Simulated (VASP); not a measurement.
A run of VASP 6.6.1 is set up as follows.

The input INCAR:

```
ALGO     = Normal         # electronic algorithm
EDIFF    = 1E-6           # SCF threshold, eV
ENCUT    = 520            # plane-wave cutoff, eV
GGA      = PE             # functional
ISIF     = 2              # what is computed and relaxed
ISMEAR   = 0              # smearing method
ISYM     = 0            
LASPH    = T              # aspherical terms in the spheres
LCHARG   = F              # write CHGCAR
LREAL    = Auto         
LWAVE    = F              # write WAVECAR
NBANDS   = 46             # bands
NELM     = 100            # most SCF steps
PREC     = Accurate       # precision mode
SIGMA    = 0.1            # smearing width, eV
```

Contents of KPOINTS:

```
Automatic mesh
0
Gamma
  2 2 2
  0.5 0.5 0.5
```

File POSCAR:

```
BeSe
1.0
   -5.0700000000     -5.0700000000      0.0000000000
   -5.0700000000      0.0000000000     -5.0700000000
    0.0000000000     -5.0700000000     -5.0700000000
Be Se
8 8
Direct
    0.5000000000      0.5000000000      0.5000000000
    0.0000000000      0.5000000000      0.5000000000
    0.5000000000      0.0000000000      0.5000000000
    0.0000000000      0.0000000000      0.5000000000
    0.5000000000      0.5000000000      0.0000000000
    0.0000000000      0.5000000000      0.0000000000
    0.5000000000      0.0000000000      0.0000000000
    0.0000000000      0.0000000000      0.0000000000
    0.1250000000      0.1250000000      0.1250000000
    0.6250000000      0.1250000000      0.1250000000
    0.1250000000      0.6250000000      0.1250000000
    0.6250000000      0.6250000000      0.1250000000
    0.1250000000      0.1250000000      0.6250000000
    0.6250000000      0.1250000000      0.6250000000
    0.1250000000      0.6250000000      0.6250000000
    0.6250000000      0.6250000000      0.6250000000
```

Potentials or basis: VASP PAW PBE potentials, release 64 (Be, Se).

Run with:

```sh
$ cat potpaw_PBE.64/Be/POTCAR potpaw_PBE.64/Se/POTCAR > POTCAR
$ mpirun -np 1 vasp_std > vasp.out
```

Q: Estimate the pressure.

A: 5.6 GPa.

Q: Predict the band gap on the k mesh.

A: 3.36 eV.

A k mesh can miss the band edges.
